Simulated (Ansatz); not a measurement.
## Ge (fcc): energy against volume

Method: DFT, LDA (PW92), plane waves (420 eV) with PAW, scalar-relativistic in Ansatz. (PAW data from PBE, frozen cores regenerated.)

The cell is scaled uniformly from the relaxed one, with fractional coordinates and shape fixed. Energies are extrapolated to zero smearing, pressures are those at the given smearing. Magnetic state: spin not included.

A Birch-Murnaghan fit gives V₀ = 18.23 Å³/atom, B₀ = 75 GPa, B₀′ = 3.9.

Q: What are the energy above the minimum and the pressure at 15.938 Å³/atom?

A: 84.1 meV/atom and 13.30 GPa as computed.

Q: What are the energy above the minimum and the pressure at 16.663 Å³/atom?

A: 36.6 meV/atom and 8.06 GPa as computed.

Q: What are the energy above the minimum and the pressure at 18.836 Å³/atom?

A: 4.4 meV/atom and -2.35 GPa as computed.
